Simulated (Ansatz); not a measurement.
# SiO2 (P4_32_12) in Ansatz: a series of runs

One crystal, SiO2, is run at these levels: LDA, r2SCAN; tasks: relaxation of cell and atoms.

Everything below comes from runs of Ansatz 0.2.0. Logs are shortened: lines on timing, memory, paths and dates and some standing lists are left out, and cuts for length are marked.

## 1. Starting point

It takes space group P4_32_12 (No. 96, tetragonal). Conventional cell: a = 4.976 Å, b = 4.976 Å, c = 6.901 Å, α = 90.00°, β = 90.00°, γ = 90.00°. Around Si (site symmetry 2) lie 4 O at 1.61 Å. Around O (site symmetry 1) lie 2 Si at 1.61 Å.

The cell comes from a database or a generator and needn't be the stable form of this composition.

## 2. Relaxation of cell and atoms, LDA

input.yaml

```yaml
crystal:
  lattice:
    - [4.97558882, 0.0, 0.0]
    - [0.0, 4.97558882, 0.0]
    - [0.0, 0.0, 6.90088944]
  atoms:
    - { symbol: Si, position: [0.80324656, 0.80324656, 0.5] }
    - { symbol: Si, position: [0.69675344, 0.30324656, 0.25] }
    - { symbol: Si, position: [0.30324656, 0.69675344, 0.75] }
    - { symbol: Si, position: [0.19675344, 0.19675344, 0.0] }
    - { symbol: O, position: [0.76175763, 0.11038707, 0.43204156] }
    - { symbol: O, position: [0.88961293, 0.23824237, 0.06795844] }
    - { symbol: O, position: [0.11038707, 0.76175763, 0.56795844] }
    - { symbol: O, position: [0.26175763, 0.38961293, 0.81795844] }
    - { symbol: O, position: [0.23824237, 0.88961293, 0.93204156] }
    - { symbol: O, position: [0.73824237, 0.61038707, 0.31795844] }
    - { symbol: O, position: [0.38961293, 0.26175763, 0.18204156] }
    - { symbol: O, position: [0.61038707, 0.73824237, 0.68204156] }
hamiltonian:
  xc: lda
  pseudopotentials: { kind: paw }
kpoints:
  mp_grid: { grid: [6, 6, 4] }
scf:
  occupations: { method: fermi_dirac, width: 0.05 }
output:
  forces: true
  stress: true
  eigenvalues: true
relax:
  f_tol: 0.01
  max_steps: 40
  cell: { stress_tol: 0.05 }
```

Potentials or basis: Ansatz PAW.

Launch:

```sh
$ ansatz run input.yaml --threads 4 --pin off --max-ram 11264MiB --backend cpu --events-out ev --progress --plain --runs-dir out
```

Output:

```text
Warning: RAYON_NUM_THREADS=4 ignored (pool sized by the plan → 4); use --threads N
Engine: ansatz 0.2.0, x86_64-unknown-linux-gnu
Pseudopotentials: kind: paw
Pseudopotential: Si, paw, valence charge 4, recommended cutoff 420 eV (normal), Si.paw.azcp
Pseudopotential: O, paw, valence charge 6, recommended cutoff 420 eV (normal), O.paw.azcp
Functional definition: SPW92
  exchange = slater_x
  correlation = pw_c
Crystal: 12 atoms, lattice volume = 170.842 Å³
Basis set: ecut = 420 eV, 3355 PW (Γ)
Bands: 44, of which v1, the nominal top of the filled ones, is band 32 counted from 1 (31 counted from 0)
Symmetry: 8 space group operations
Space group: P43212 (ITA 96), of the structure as read, at distance tolerance 5.5e-5 Å
k-points: 30 of 144 (time reversal used)
Non-local potential: Si, projectors of the file, l = 0: 2, l = 1: 2, l = 2: 2
Non-local potential: O, projectors of the file, l = 0: 2, l = 1: 2, l = 2: 1
PAW form: soft (Blöchl's): semilocal exchange-correlation on the pseudo side does not see the compensation charge
PAW frozen core: Si, regenerated for the run's functional, and the local potential with it (the file was generated under x = pbe(κ = 0.804, μ = 0.2195149727645171), c = pbe(β = 0.06672455060314922))
PAW frozen core: O, regenerated for the run's functional, and the local potential with it (the file was generated under x = pbe(κ = 0.804, μ = 0.2195149727645171), c = pbe(β = 0.06672455060314922))
PAW one-centre angular grid: Si, 110 points (default); XC on 64 Gauss nodes
PAW one-centre angular grid: O, 110 points (default); XC on 64 Gauss nodes
Initial density: superposition of atomic densities (neutral atoms: chi_scale 0, normalization atom), corrected by the library's trained network
Initial wavefunctions: pseudopotential atomic-orbital guess
Functional: x = slater, c = lda
SCF iter   1: F=—  HF=-6890.802198 eV  |F-HF|=—  |Δ(HF+E_count)|=         —  Δρ=1.23e-2  dr2=2.33e-1  ethr=1.77e-3  ⟨swp⟩=7.0  Hψ=6933  notcnv=0  defer=50
preconditioner: auto → Resta (q_TF=auto, 2.316 Å⁻¹)  ε∞=2.9  [insulator: Δε(μ)=5.325 eV  Ē_g=16.304 eV  σ=0.050 eV  W_gap=1.00  n_scr=36 (ndim 8)  ℏωp=22.7 eV  f_vac=0.221  D(μ)=0.00/eV (n_scr^D=0)  ε∞_Penn≈2.9]
SCF iter   2: F=—  HF=-6890.736692 eV  |F-HF|=—  |Δ(HF+E_count)|=   6.55e-2  Δρ=3.33e-3  dr2=6.15e-3  ethr=3.64e-4  ⟨swp⟩=2.1  Hψ=2483  notcnv=0  defer=155
SCF iter   3: F=—  HF=-6890.734968 eV  |F-HF|=—  |Δ(HF+E_count)|=   1.72e-3  Δρ=1.48e-3  dr2=2.13e-3  ethr=9.61e-6  ⟨swp⟩=2.1  Hψ=1981  notcnv=0  defer=155
[... 105 lines left out ...]
  Σ components = -6890.742749   (vs F -6890.742749, Δ=0.00e0)
--- Forces (eV/Å), atoms counted from 1 ---
  atom   1  Si    -0.00012015    -0.00012015    -0.00000000
  atom   2  Si     0.00012015    -0.00012015     0.00000000
  atom   3  Si    -0.00012015     0.00012015     0.00000000
  atom   4  Si     0.00012015     0.00012015    -0.00000000
  atom   5  O     -0.00002556     0.00057976     0.00008192
  atom   6  O     -0.00057976     0.00002556    -0.00008192
  atom   7  O      0.00057976    -0.00002556    -0.00008192
  atom   8  O     -0.00002556    -0.00057976    -0.00008192
  atom   9  O      0.00002556    -0.00057976     0.00008192
  atom  10  O      0.00002556     0.00057976    -0.00008192
  atom  11  O     -0.00057976    -0.00002556     0.00008192
  atom  12  O      0.00057976     0.00002556     0.00008192
  max |Σ_I F_I| component: 2.60e-17 eV/Å
--- Stress (GPa, compression-positive) ---
       -0.021917      -0.000000      -0.000000
       -0.000000      -0.021917      -0.000000
       -0.000000      -0.000000      -0.025177
  P = ⅓ Tr σ = -0.0230 GPa (-0.230 kbar)
--- Band table (eV; the first three rows and the last of 30) ---
  k-point 0: bands = ["-18.0367", "-17.0908", "-17.0908", "-15.8646", "-15.8120", "-15.8055", "-15.7960", "-15.7960", "-8.2886", "-6.1627", "-6.1627", "-4.6344", "-4.4983", "-4.4983", "-3.9840", "-3.8214", "-1.8254", "-1.8017", "-1.8017", "-1.2120", "-1.0773", "-0.8001", "-0.5720", "-0.5364", "-0.5364", "-0.0947", "-0.0947", "-0.0637", "0.5369", "0.9113", "0.9113", "1.2281", "6.7759", "9.8518", "9.8518", "10.3726", "10.3726", "10.6865", "11.1729", "12.0497", "12.2059", "12.2059", "12.5040", "12.6795"]
  k-point 1: bands = ["-17.9704", "-17.4741", "-16.6698", "-15.9758", "-15.8092", "-15.8046", "-15.7982", "-15.7975", "-8.1080", "-6.9209", "-5.4788", "-4.7186", "-4.4747", "-4.3825", "-4.0961", "-3.9258", "-1.7659", "-1.7594", "-1.6718", "-1.1621", "-1.0117", "-0.7792", "-0.7285", "-0.6397", "-0.5762", "-0.4534", "0.0636", "0.3463", "0.5791", "0.7010", "0.8885", "1.1123", "7.1343", "9.1577", "10.0589", "10.4499", "10.6989", "10.7916", "10.9555", "11.9852", "12.0224", "12.3288", "12.3426", "12.4366"]
  k-point 2: bands = ["-17.7770", "-17.7770", "-16.2716", "-16.2716", "-15.8029", "-15.8029", "-15.8018", "-15.8018", "-7.6144", "-7.6144", "-4.9873", "-4.9873", "-4.3153", "-4.3153", "-4.1621", "-4.1621", "-1.7087", "-1.7087", "-1.3503", "-1.3503", "-0.8765", "-0.8765", "-0.6904", "-0.6904", "-0.6780", "-0.6780", "0.3556", "0.3556", "0.6731", "0.6731", "0.8328", "0.8328", "8.0476", "8.0476", "10.4294", "10.4294", "10.7769", "10.7769", "11.5066", "11.5066", "11.7587", "11.7587", "12.5601", "12.5601"]
  k-point 29: bands = ["-17.0499", "-17.0499", "-17.0499", "-17.0499", "-15.8844", "-15.8844", "-15.8844", "-15.8844", "-6.1958", "-6.1958", "-6.1958", "-6.1958", "-3.8495", "-3.8495", "-3.8495", "-3.8495", "-1.8329", "-1.8329", "-1.8329", "-1.8329", "-1.0680", "-1.0680", "-1.0680", "-1.0680", "-0.1324", "-0.1324", "-0.1324", "-0.1324", "0.6183", "0.6183", "0.6183", "0.6183", "10.2704", "10.2704", "10.2704", "10.2704", "10.8780", "10.8780", "10.8780", "10.8780", "11.4188", "11.4188", "11.4188", "11.4188"]
--- Relaxed structure (6 steps of the walk, 6 accepted, 2 SCFs on fresh bases) ---
  F+E_penalty+E_count = -6890.74274852 eV   max|allowed force component| = 5.798e-4 eV/Å   (the final SCF, on the basis selected at the relaxed cell)
  cell:  # Å, volume = 168.4054 Å³
    - [4.948203143229442, -1.7269786034659202e-34, 0.0]
    - [0.0, 4.948203143229442, -1.4220589437914689e-33]
    - [0.0, -1.972323659226347e-33, 6.877979658159675]
  atoms:
    - { symbol: Si, position: [0.8038722269020113, 0.8038722269020113, 0.5] }
    - { symbol: Si, position: [0.6961277730979887, 0.3038722269020113, 0.25] }
    - { symbol: Si, position: [0.3038722269020113, 0.6961277730979887, 0.75] }
    - { symbol: Si, position: [0.19612777309798873, 0.19612777309798873, -3.273135362695316e-22] }
    - { symbol: O, position: [0.762486435644616, 0.1123317513432157, 0.43285242220840814] }
    - { symbol: O, position: [0.8876682486567842, 0.23751356435538398, 0.06714757779159188] }
    - { symbol: O, position: [0.1123317513432157, 0.762486435644616, 0.5671475777915918] }
    - { symbol: O, position: [0.2624864356446161, 0.38766824865678434, 0.8171475777915916] }
    - { symbol: O, position: [0.23751356435538398, 0.8876682486567842, 0.9328524222084082] }
    - { symbol: O, position: [0.737513564355384, 0.6123317513432158, 0.3171475777915918] }
    - { symbol: O, position: [0.38766824865678434, 0.2624864356446161, 0.18285242220840808] }
    - { symbol: O, position: [0.6123317513432158, 0.737513564355384, 0.6828524222084082] }
```

Run time: 43 s. Hardware: 4 threads of Intel Xeon Platinum 8259CL at 2.50GHz (Skylake/Cascade Lake), shared host; peak memory 0.64 GiB.

Results:

```yaml
Free_energy: -6890.7427 eV
Relaxed_volume: 14.03 Å³/atom
Relaxed_cell: a = 4.948 Å, b = 4.948 Å, c = 6.878 Å, α = 90.00°, β = 90.00°, γ = 90.00°
Space_group_after_relaxing_to_0.05_Å: P4_32_12 (No. 96)
Energy_gained_by_relaxing: 0.7 meV/atom
Ionic_steps: 8
Pressure_after_relaxing: 0.0 GPa
Band_gap_on_the_k_mesh: 5.55 eV, direct
```

Step by step:
```
step  energy change (eV)  largest force (eV/Å)  volume (Å³)
   1              0.0000                0.0887       170.84
   2             -0.0093                0.0474       170.07
   3             -0.0153                0.0143       169.23
   4             -0.0155                0.0018       169.20
   5             -0.0078                0.0019       169.20
   6             -0.0094                0.0017       168.87
   7             -0.0117                0.0006       168.41
   8             -0.0084                0.0006       168.41
```

Final structure:
```
Si O
1.0
     4.94820    0.00000    0.00000
     0.00000    4.94820    0.00000
     0.00000    0.00000    6.87798
Si O
4 8
Cartesian
  3.9777 3.9777 3.4390
  3.4446 1.5036 1.7195
  1.5036 3.4446 5.1585
  0.9705 0.9705 0.0000
  3.7729 0.5558 2.9772
  4.3924 1.1753 0.4618
  0.5558 3.7729 3.9008
  1.2988 1.9183 5.6203
  1.1753 4.3924 6.4161
  3.6494 3.0299 2.1813
  1.9183 1.2988 1.2577
  3.0299 3.6494 4.6966
```

Caveat: the plane-wave basis is chosen anew once the cell has moved, so the energies of steps on either side of that aren't comparable; the pressure holds a Pulay correction of +0.8 GPa for the finite cutoff; the PAW data sets come from PBE, with cores solved anew for the run's functional, which leaves a small shift of forces and pressure. As with any semilocal functional, this LDA gap is likely too small.

## 3. Relaxation of cell and atoms, r2SCAN

input.yaml: that of step 2 with these lines changed.

```diff
@@ -19,3 +19,3 @@
 hamiltonian:
-  xc: lda
+  xc: r2scan
   pseudopotentials: { kind: paw }
@@ -29,2 +29,6 @@
   eigenvalues: true
+  write_density: true
+  write_potential: true
+  elf: true
+  volumetric_format: npy
 relax:
```

Potentials or basis: Ansatz PAW.

Launch:

```sh
$ ansatz run input.yaml --threads 4 --pin off --max-ram 11264MiB --backend cpu --events-out ev --progress --plain --runs-dir out
```

Output:

```text
Warning: RAYON_NUM_THREADS=4 ignored (pool sized by the plan → 4); use --threads N
[... 2 set-up lines as earlier in the session ...]
Pseudopotential: Si, paw, valence charge 4, recommended cutoff 500 eV (meta_gga), Si.paw.azcp
Pseudopotential: O, paw, valence charge 6, recommended cutoff 500 eV (meta_gga), O.paw.azcp
Functional definition: r2SCAN
  parameter k0 = 0.174
  parameter k1 = 0.065
  parameter a1 = 4.9479
  exchange = r2scan_x(k0 = k0, k1 = k1, a1 = a1)
  correlation = r2scan_c
Crystal: 12 atoms, lattice volume = 170.842 Å³
Basis set: ecut = 500 eV, 4309 PW (Γ), exchange–correlation on 160×160×216 points (64 copies of the dense FFT grid, shifted against one another)
Bands: 44, of which v1, the nominal top of the filled ones, is band 32 counted from 1 (31 counted from 0)
[... 2 set-up lines as earlier in the session ...]
k-points: 30 of 144 (time reversal used)
[... 3 set-up lines as earlier in the session ...]
PAW frozen core: Si, regenerated for the run's functional (the file was generated under x = pbe(κ = 0.804, μ = 0.2195149727645171), c = pbe(β = 0.06672455060314922))
[... 105 lines left out ...]
  atom   4  Si     0.00014291     0.00014291    -0.00000000
  atom   5  O      0.00016580    -0.00050455     0.00101095
  atom   6  O      0.00050455    -0.00016580    -0.00101095
  atom   7  O     -0.00050455     0.00016580    -0.00101095
  atom   8  O      0.00016580     0.00050455    -0.00101095
  atom   9  O     -0.00016580     0.00050455     0.00101095
  atom  10  O     -0.00016580    -0.00050455    -0.00101095
  atom  11  O      0.00050455     0.00016580     0.00101095
  atom  12  O     -0.00050455    -0.00016580     0.00101095
  max |Σ_I F_I| component: 3.47e-18 eV/Å
--- Stress (GPa, compression-positive) ---
        0.009099       0.000000       0.000000
        0.000000       0.009099      -0.000000
        0.000000      -0.000000       0.006083
  P = ⅓ Tr σ = 0.0081 GPa (0.081 kbar)
--- Band table (eV; the first three rows and the last of 30) ---
  k-point 0: bands = ["-19.4800", "-18.5791", "-18.5791", "-17.4463", "-17.4006", "-17.3954", "-17.3871", "-17.3871", "-8.5991", "-6.4979", "-6.4979", "-4.9081", "-4.7913", "-4.7913", "-4.2855", "-4.1288", "-2.0685", "-2.0378", "-2.0378", "-1.4648", "-1.3780", "-1.0738", "-0.8510", "-0.8253", "-0.8253", "-0.3736", "-0.3736", "-0.3279", "0.2561", "0.6380", "0.6380", "0.9476", "7.2928", "10.5880", "10.5880", "11.0766", "11.0766", "11.5338", "11.9985", "12.8670", "12.9349", "12.9349", "13.2727", "13.5361"]
  k-point 1: bands = ["-19.4164", "-18.9426", "-18.1838", "-17.5461", "-17.3983", "-17.3944", "-17.3889", "-17.3886", "-8.4255", "-7.2601", "-5.7985", "-4.9986", "-4.7643", "-4.6797", "-4.3929", "-4.2316", "-2.0108", "-2.0095", "-1.9113", "-1.4190", "-1.3100", "-1.0508", "-1.0050", "-0.9194", "-0.8596", "-0.7457", "-0.1926", "0.0729", "0.3009", "0.4394", "0.6115", "0.8331", "7.6511", "9.7270", "10.8845", "11.2810", "11.4634", "11.5645", "11.7488", "12.7383", "12.7612", "13.0626", "13.1913", "13.2902"]
  k-point 2: bands = ["-19.2315", "-19.2315", "-17.8152", "-17.8152", "-17.3931", "-17.3931", "-17.3919", "-17.3919", "-7.9454", "-7.9454", "-5.2850", "-5.2850", "-4.6058", "-4.6058", "-4.4634", "-4.4634", "-1.9629", "-1.9629", "-1.6050", "-1.6050", "-1.1572", "-1.1572", "-0.9668", "-0.9668", "-0.9642", "-0.9642", "0.1035", "0.1035", "0.4027", "0.4027", "0.5517", "0.5517", "8.5759", "8.5759", "11.2903", "11.2903", "11.5438", "11.5438", "12.3197", "12.3197", "12.4953", "12.4953", "13.3151", "13.3151"]
  k-point 29: bands = ["-18.5431", "-18.5431", "-18.5431", "-18.5431", "-17.4601", "-17.4601", "-17.4601", "-17.4601", "-6.5355", "-6.5355", "-6.5355", "-6.5355", "-4.1588", "-4.1588", "-4.1588", "-4.1588", "-2.0694", "-2.0694", "-2.0694", "-2.0694", "-1.3243", "-1.3243", "-1.3243", "-1.3243", "-0.4133", "-0.4133", "-0.4133", "-0.4133", "0.3311", "0.3311", "0.3311", "0.3311", "10.9295", "10.9295", "10.9295", "10.9295", "11.5796", "11.5796", "11.5796", "11.5796", "12.2778", "12.2778", "12.2778", "12.2778"]
--- Relaxed structure (5 steps of the walk, 5 accepted, 1 SCFs on fresh bases) ---
  F+E_penalty+E_count = -7120.30557452 eV   max|allowed force component| = 1.011e-3 eV/Å   (the final SCF, on the basis selected at the relaxed cell)
  cell:  # Å, volume = 171.7402 Å³
    - [4.9815683117356615, 0.0, 0.0]
    - [0.0, 4.9815683117356615, 4.7491911595312806e-33]
    - [0.0, 6.586887362881158e-33, 6.920538454606617]
  atoms:
    - { symbol: Si, position: [0.8021860488451421, 0.8021860488451421, 0.5] }
    - { symbol: Si, position: [0.6978139511548579, 0.30218604884514194, 0.25] }
    - { symbol: Si, position: [0.30218604884514194, 0.6978139511548579, 0.75] }
    - { symbol: Si, position: [0.19781395115485803, 0.19781395115485803, 0.0] }
    - { symbol: O, position: [0.7617214984192865, 0.10872130402302557, 0.43115469958387936] }
    - { symbol: O, position: [0.8912786959769744, 0.2382785015807135, 0.06884530041612069] }
    - { symbol: O, position: [0.10872130402302557, 0.7617214984192865, 0.5688453004161207] }
    - { symbol: O, position: [0.26172149841928655, 0.3912786959769744, 0.8188453004161207] }
    - { symbol: O, position: [0.2382785015807135, 0.8912786959769744, 0.9311546995838794] }
    - { symbol: O, position: [0.7382785015807135, 0.6087213040230255, 0.3188453004161207] }
    - { symbol: O, position: [0.3912786959769744, 0.26172149841928655, 0.18115469958387934] }
    - { symbol: O, position: [0.6087213040230255, 0.7382785015807135, 0.6811546995838794] }
```

rho_z.tsv:

```text
# z_ang	rho[e/angstrom^3]
# format = ansatz-planar-average/11
# lattice	4.981568312	0.000000000	0.000000000
# lattice	0.000000000	4.981568312	0.000000000
# lattice	0.000000000	0.000000000	6.920538455
# sites	12
# site	14	3.996144601	3.996144601	3.460269227
# site	14	3.476207867	1.505360445	1.730134614
# site	14	1.505360445	3.476207867	5.190403841
# site	14	0.985423711	0.985423711	0.000000000
# site	8	3.794567679	0.541602603	2.983822678
# site	8	4.439965709	1.187000633	0.476446549
# site	8	0.541602603	3.794567679	3.936715776
# site	8	1.303783523	1.949181553	5.666850390
# site	8	1.187000633	4.439965709	6.444091906
# site	8	3.677784789	3.032386759	2.206581163
# site	8	1.949181553	1.303783523	1.253688065
# site	8	3.032386759	3.677784789	4.713957292
0.000000	3.062396e-1
0.128158	3.214843e-1
0.256316	3.555265e-1
0.384474	3.867470e-1
0.512632	4.025618e-1
0.640791	4.023493e-1
[... 46 lines left out ...]
6.664222	3.555265e-1
6.792380	3.214843e-1
```

Run time: 61 s. Hardware: 4 threads of Intel Xeon Platinum 8259CL at 2.50GHz (Skylake/Cascade Lake), shared host; peak memory 0.99 GiB.

What came out:

```
Free energy                            : -7120.3056 eV
Relaxed volume                         : 14.31 Å³/atom
Relaxed cell                           : a = 4.982 Å, b = 4.982 Å, c = 6.921 Å, α = 90.00°, β = 90.00°, γ = 90.00°
Space group after relaxing (to 0.05 Å) : P4_32_12 (No. 96)
Energy gained by relaxing              : 0.0 meV/atom
Ionic steps                            : 6
Pressure after relaxing                : 0.0 GPa
Band gap on the k mesh                 : 6.35 eV, direct
```

Step by step:
| step | energy change (eV) | largest force (eV/Å) | volume (Å³) |
| --- | --- | --- | --- |
| 1 | 0.0000 | 0.0335 | 170.84 |
| 2 | -0.0001 | 0.0261 | 170.95 |
| 3 | -0.0002 | 0.0183 | 171.31 |
| 4 | -0.0001 | 0.0077 | 171.46 |
| 5 | -0.0001 | 0.0012 | 171.74 |
| 6 | -0.0004 | 0.0011 | 171.74 |

Final structure:
```cif
data_structure
_symmetry_space_group_name_H-M 'P 1'
_symmetry_Int_Tables_number 1
_cell_length_a 4.9816
_cell_length_b 4.9816
_cell_length_c 6.9205
_cell_angle_alpha 90.000
_cell_angle_beta 90.000
_cell_angle_gamma 90.000
_cell_volume 171.74
loop_
_atom_site_label
_atom_site_type_symbol
_atom_site_fract_x
_atom_site_fract_y
_atom_site_fract_z
_atom_site_occupancy
Si1 Si 0.80219 0.80219 0.50000 1
Si2 Si 0.69781 0.30219 0.25000 1
Si3 Si 0.30219 0.69781 0.75000 1
Si4 Si 0.19781 0.19781 0.00000 1
O1 O 0.76172 0.10872 0.43115 1
O2 O 0.89128 0.23828 0.06885 1
O3 O 0.10872 0.76172 0.56885 1
O4 O 0.26172 0.39128 0.81885 1
O5 O 0.23828 0.89128 0.93115 1
O6 O 0.73828 0.60872 0.31885 1
O7 O 0.39128 0.26172 0.18115 1
O8 O 0.60872 0.73828 0.68115 1
```

Caveat: the plane-wave basis is chosen anew once the cell has moved, so the energies of steps on either side of that aren't comparable; the PAW data sets come from PBE, with cores solved anew for the run's functional, which leaves a small shift of forces and pressure. r2SCAN opens gaps a little over a GGA but as a rule still falls short of measured ones.
